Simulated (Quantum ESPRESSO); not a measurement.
Runs of Quantum ESPRESSO 7.5 on SnO2 (Cassiterite). The structure is tetragonal, space group P4_2/mnm (No. 136). Conventional cell: a = 4.738 Å, b = 4.738 Å, c = 3.187 Å, α = 90.00°, β = 90.00°, γ = 90.00°. Sn (site symmetry mmm) is surrounded by 6 O at 2.05 to 2.06 Å. O (site symmetry m2m) has 3 Sn at 2.05 to 2.06 Å as nearest neighbours. 

```tsv
task	level	potentials or basis	cell	k mesh	cutoff (eV)	dispersion computed by	SCF threshold	ASE optimiser	symmetry	form of the LDA correlation	gap on the mesh (eV)	pressure (GPa)	V0 of scaled cells (Å³/atom)	relaxed volume (Å³/atom)	B0 (GPa)	largest force (eV/Å)
equation of state	PBE+D4	PseudoDojo 0.4.1 SR PBE standard	as given	5 × 5 × 7	1143	dftd4 4.3.1 through ASE	1.2e-09 Ry	-	-	-	-	-	12.43	-	190	-
equation of state	PBEsol+D4	PseudoDojo 0.4.1 SR PBEsol standard	as given	5 × 5 × 7	1143	dftd4 4.3.1 through ASE	1.2e-09 Ry	-	-	-	-	-	(b)	-	(a)	-
relaxation of cell and atoms	OLYP+D4	PseudoDojo 0.4.1 SR PBE standard	relaxed	5 × 5 × 7	1143	dftd4 4.3.1 through ASE	1.2e-09 Ry	FIRE	-	-	1.52	0.0	-	11.91	-	0.01
relaxation of cell and atoms	PBE+D4	PseudoDojo 0.4.1 SR PBE standard	relaxed	5 × 5 × 7	1143	dftd4 4.3.1 through ASE	1.2e-09 Ry	LBFGS	-	-	0.78	0.0	-	12.41	-	-
band structure	r2SCAN	SG15 PBE 1.2	as given	4 × 4 × 6	1197	-	1e-08 Ry	-	off	-	1.24	3.3	-	-	-	0.25
equation of state	LDA	GBRV 1.5 LDA	as given	5 × 5 × 7	925	-	1.2e-09 Ry	-	-	PZ81	-	-	(d)	-	215	-
band structure	LDA	GBRV 1.5 LDA	as given	6 × 6 × 8	925	-	1.2e-09 Ry	-	-	PZ81	1.15	-0.1	-	-	-	0.17
equation of state	PBEsol	GBRV 1.5 PBEsol	as given	6 × 6 × 8	925	-	1.2e-09 Ry	-	-	-	-	-	(c)	-	200	-
band structure	PBEsol	GBRV 1.5 PBEsol	as given	6 × 6 × 8	925	-	1.2e-09 Ry	-	-	-	1.19	5.0	-	-	-	0.21
phonons	LDA	JTH 2.0 LDA	relaxed	4 × 4 × 4, shifted	707	-	1.2e-09 Ry	-	-	PW92	-	0.0	-	-	-	-
Wannier functions	PBEsol	PseudoDojo 0.4.1 SR PBEsol standard	as given	5 × 5 × 7	1143	-	1.2e-09 Ry	-	-	-	1.16	6.0	-	-	-	0.22
single point	PBE	SSSP 1.3 efficiency PBE	as given	6 × 6 × 8	816	-	1.2e-09 Ry	-	-	-	1.27	11.6	-	-	-	0.28
```

Alike in all rows: no spin polarisation; smearing fermi-dirac 0.05 eV.

**Question.** Fill in the values left out.

**Answer.** (a) 203; (b) 12.15; (c) 12.22; (d) 11.93.

Caveats: spin-orbit coupling is left out, which moves the levels of the heavy elements (some runs); the cell was scaled at fixed shape and fractional positions, which overstates the stiffness of a crystal with free parameters, most of all of layers and chains (some runs); the potentials were made for another functional, which shifts forces and pressure (some runs); an odd mesh through Γ misses points on the zone boundary, where band edges often lie (some runs); the Wannier minimisation didn't converge (some runs).

A k mesh can miss the band edges, and the runs leave out spin-orbit coupling on Sn.

Not every run made on this cell is shown here.
